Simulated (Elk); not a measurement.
**A self-consistent single point of GeTe (R3m, 2 atoms in the cell) with Elk**

Method: Elk with PBE, all-electron FP-LAPW, Elk's shipped species files, LAPW+lo basis.

The input file:

```
tasks
  0

xctype
  20

rgkmax
  8.0

gmaxvr
  16.0

nxoapwlo
  1

rmtscf
  0.98

stype
  0

swidth
  0.0001

scale
  8.160300166

avec
    0.4757212797    0.2746577035    0.8356149891
   -0.4757212797    0.2746577035    0.8356149891
    0.0000000000   -0.5493157232    0.8356148851

sppath
  './'

atoms
  2   : nspecies
  'Ge.in'   : spfname
  1   : natoms; atposl, bfcmt below
  0.9922300000  0.9922300000  0.9922300000    0.0 0.0 0.0
  'Te.in'   : spfname
  1   : natoms; atposl, bfcmt below
  0.5287770000  0.5287770000  0.5287770000    0.0 0.0 0.0

ngridk
  10 10 10
```

Output (repeated stretches shortened):

```
│ Elk code version 10.2.4 │

All units are atomic (Hartree, Bohr, etc.)

│ Ground-state run starting from atomic densities │

Lattice vectors :
   3.882028438       2.241289303       6.818869134
  -3.882028438       2.241289303       6.818869134
   0.000000000      -4.482581187       6.818868286

Unit cell volume      :    355.9757270
Brillouin zone volume :   0.6968177733

Muffin-tin inner radius fraction :   0.1000000000E-01

Nuclei treated as point charges

Species :    1 (Ge)
 parameters loaded from : Ge.in
 name : germanium
 nuclear charge    :   -32.00000000
 electronic charge :    32.00000000
 atomic mass :    132414.6195
 muffin-tin radius :    2.352000000
 number of radial points in muffin-tin :    497
 atomic positions (lattice), magnetic fields (Cartesian) :
   1 :   0.00000000  0.00000000  0.00000000    0.00000000  0.00000000  0.00000000

Species :    2 (Te)
 parameters loaded from : Te.in
 name : tellurium
 nuclear charge    :   -52.00000000
 electronic charge :    52.00000000
 atomic mass :    232600.5707
 muffin-tin radius :    2.548000000
 number of radial points in muffin-tin :    597
 atomic positions (lattice), magnetic fields (Cartesian) :
   1 :   0.53654700  0.53654700  0.53654700    0.00000000  0.00000000  0.00000000

Total number of atoms per unit cell :    2

Spin treatment :
 spin-unpolarised

Number of Bravais lattice symmetries :   12
Number of crystal symmetries         :    6
Crystal has no inversion symmetry
Complex Hermitian eigensolver will be used

k-point grid :     10    10    10
k-point offset :    0.000000000       0.000000000       0.000000000
k-point set is reduced with full crystal symmetry group
Total number of k-points :      220

Muffin-tin radius times maximum |G+k| :    8.000000000
 using average radius
Maximum |G+k| for APW functions       :    3.265306122
Maximum (1/2)|G+k|²                   :    5.331112037
Maximum |G| for potential and density :    16.00000000
 potential will be trimmed for |G| > 2 gkmax
Constant for pseudocharge density :   10
Radial integration step length :    4

G-vector grid sizes :     42    42    42
Number of G-vectors :    24605

Maximum angular momentum used for
 APW functions                      :    8
 outer part of muffin-tin           :    6
 inner part of muffin-tin           :    1

Total nuclear charge    :   -84.00000000
Total core charge       :    54.00000000
Total valence charge    :    30.00000000
Total excess charge     :    0.000000000
Total electronic charge :    84.00000000

Effective Wigner radius, rₛ :    1.003885458

Number of empty states         :    8
Total number of valence states :   23
Total number of core states    :   54

Total number of local-orbitals :   30

Exchange-correlation functional :     20     0     0
 Perdew-Burke-Ernzerhof, Phys. Rev. Lett. 77, 3865 (1996)
 gradient requirement :    1
 generalised gradient approximation (GGA)

Smearing type :    0
 Gaussian
Smearing width :   0.1000000000E-03
Effective electronic temperature (K) :    31.57750248

Mixing type :    3
 Broyden mixing, J. Phys. A: Math. Gen. 17, L317 (1984)

Kohn-Sham potential initialised from atomic data

│ Self-consistent loop started │
│ Loop number : 1 │
 total energy                :     -8904.17669879
│ Loop number : 2 │
 total energy                :     -8904.13533461
RMS change in Kohn-Sham potential (target) :   0.1445701567     (  0.1000000000E-05)
Absolute change in total energy (target)   :   0.4136418860E-01 (  0.1000000000E-03)
│ Loop number : 3 │
 total energy                :     -8902.91330576
RMS change in Kohn-Sham potential (target) :   0.1218056273     (  0.1000000000E-05)
Absolute change in total energy (target)   :    1.232369895     (  0.1000000000E-03)
│ Loop number : 4 │
 total energy                :     -8899.23812143
RMS change in Kohn-Sham potential (target) :   0.5418399320E-01 (  0.1000000000E-05)
Absolute change in total energy (target)   :    3.983276805     (  0.1000000000E-03)
│ Loop number : 5 │
 total energy                :     -8897.16084212
RMS change in Kohn-Sham potential (target) :   0.1668078229E-01 (  0.1000000000E-05)
Absolute change in total energy (target)   :    3.073098505     (  0.1000000000E-03)
│ Loop number : 6 │
 total energy                :     -8896.43471866
RMS change in Kohn-Sham potential (target) :   0.3978696143E-02 (  0.1000000000E-05)
Absolute change in total energy (target)   :    1.494398089     (  0.1000000000E-03)
│ Loop number : 7 │
 total energy                :     -8896.19810788
RMS change in Kohn-Sham potential (target) :   0.2350383437E-03 (  0.1000000000E-05)
Absolute change in total energy (target)   :   0.6102103009     (  0.1000000000E-03)
│ Loop number : 8 │
 total energy                :     -8896.18631704
RMS change in Kohn-Sham potential (target) :   0.1292265813E-03 (  0.1000000000E-05)
Absolute change in total energy (target)   :   0.1643434153     (  0.1000000000E-03)
│ Loop number : 9 │
 total energy                :     -8896.17397525
RMS change in Kohn-Sham potential (target) :   0.3238852507E-04 (  0.1000000000E-05)
Absolute change in total energy (target)   :   0.5342764724E-01 (  0.1000000000E-03)
│ Loop number : 10 │
 total energy                :     -8896.17322858
RMS change in Kohn-Sham potential (target) :   0.7232415163E-05 (  0.1000000000E-05)
Absolute change in total energy (target)   :   0.1410357954E-01 (  0.1000000000E-03)
│ Loop number : 11 │
 total energy                :     -8896.17313595
RMS change in Kohn-Sham potential (target) :   0.9150839795E-06 (  0.1000000000E-05)
Absolute change in total energy (target)   :   0.3618526078E-02 (  0.1000000000E-03)
│ Loop number : 12 │
 total energy                :     -8896.17311208
RMS change in Kohn-Sham potential (target) :   0.5045523804E-06 (  0.1000000000E-05)
Absolute change in total energy (target)   :   0.9284991138E-03 (  0.1000000000E-03)
│ Loop number : 13 │
 total energy                :     -8896.17308637
RMS change in Kohn-Sham potential (target) :   0.1114243152E-06 (  0.1000000000E-05)
Absolute change in total energy (target)   :   0.2578403237E-03 (  0.1000000000E-03)
│ Loop number : 14 │
 total energy                :     -8896.17308813
RMS change in Kohn-Sham potential (target) :   0.3267720914E-07 (  0.1000000000E-05)
Absolute change in total energy (target)   :   0.6269955884E-04 (  0.1000000000E-03)
Convergence targets achieved

│ Loop number : 15 │

Energies :
 Fermi                       :     0.241136684067
 sum of eigenvalues          :     -5335.35513550
 electron kinetic            :      9330.87935859
 core electron kinetic       :      9006.09521687
 Coulomb                     :     -17970.9723056
 Coulomb potential           :     -14332.5186696
 nuclear-nuclear             :     -777.290062421
 electron-nuclear            :     -20054.8458168
 Hartree                     :      2861.16357358
 Madelung                    :     -10804.7129708
 xc potential                :     -333.715824488
 exchange                    :     -251.741170053
 correlation                 :     -4.33896971013
 total energy                :     -8896.17308677

Density of states at Fermi energy :   0.8265117127E-05
 (states/Hartree/unit cell)

Estimated indirect band gap :   0.1698699443E-01
 from k-point    208 to k-point      6
Estimated direct band gap   :   0.2432271349E-01
 at k-point      6

Charges :
 core                        :    54.00000000
 valence                     :    30.00000000
 interstitial                :    3.918943495
 muffin-tins (core leakage)
  species :    1 (Ge)
   atom    1                 :    30.26236526     (  0.4361027233E-03)
  species :    2 (Te)
   atom    1                 :    49.81869125     (  0.5366395161E-03)
 total in muffin-tins        :    80.08105650
 total calculated charge     :    83.98892322
 total charge                :    84.00000000
 error                       :   0.1107678396E-01

│ Self-consistent loop stopped │
```

The run converged in 15 iterations. The count includes the last loop, which Elk runs after its targets are met.

The starting cell comes from a database of computed structures (which also holds hypothetical and non-ambient phases and stackings), without a prior relaxation at this level. Its lattice was rescaled by a random factor within 2.5 % of one. Spin-orbit coupling is off. Values depend on the basis (sphere radii, cutoffs, local orbitals), which need not be converged.

Cost on one core of a shared machine: roughly 2 min.
